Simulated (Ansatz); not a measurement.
Runs of Ansatz 0.2.0 on CuO. The typed cell holds 4 atoms: a = 2.988 Å, b = 2.816 Å, c = 5.493 Å, α = 74.89°, β = 74.25°, γ = 66.24°. The cell comes from a database or a generator and needn't be the stable form of this composition.

| level | U | hubbard projectors | double counting | gap on the mesh (eV) | pressure (GPa) | largest force (eV/Å) |
| --- | --- | --- | --- | --- | --- | --- |
| r2SCAN+U | Cu d U = 2 eV | ortho-atomic (the default) | fll (the default) | none | (c) | 1.64 |
| r2SCAN+U | Cu d U = 4 eV | ortho-atomic (the default) | fll (the default) | none | (b) | 1.63 |
| r2SCAN+U | Cu d U = 3 eV | ortho-atomic (the default) | fll (the default) | none | -9.4 | 1.63 |
| r2SCAN+U | Cu d U = 8 eV | ortho-atomic (the default) | fll (the default) | none | -5.6 | 1.62 |
| r2SCAN+U | Cu d U = 1 eV | ortho-atomic (the default) | fll (the default) | none | -10.4 | 1.65 |
| r2SCAN+U | Cu d U = 6 eV | ortho-atomic (the default) | fll (the default) | none | -7.4 | 1.62 |
| r2SCAN+U | Cu d U = 5 eV | ortho-atomic (the default) | fll (the default) | none | (a) | 1.62 |
| r2SCAN | - | - | - | none | -10.8 | 1.65 |

Alike in all rows: task band structure; potentials or basis Ansatz PAW; no spin polarisation; cell all atoms moved at random, sigma 0.1 Å a component, cell strained at random, sigma 0.1; k mesh 10 × 10 × 5; cutoff (eV) 500; smearing fermi-dirac 0.05 eV.

Task: Fill in the values left out.

Result: (a) -8.1; (b) -8.8; (c) -10.0.

Caveats: the run has no spin polarisation, though such a crystal can be magnetic; the PAW data sets come from PBE, with cores solved anew for the run's functional, which leaves a small shift of forces and pressure; forces of over 1 eV/Å show positions far from the minimum, so gaps and moduli don't describe the material at rest; U without spin polarisation on a metal has little footing (some runs); semilocal functionals often make such compounds metallic where correlation or magnetic order opens a gap, which also shifts bond lengths (some runs).

A gap of «none» marks a metal or a gap under the smearing width.
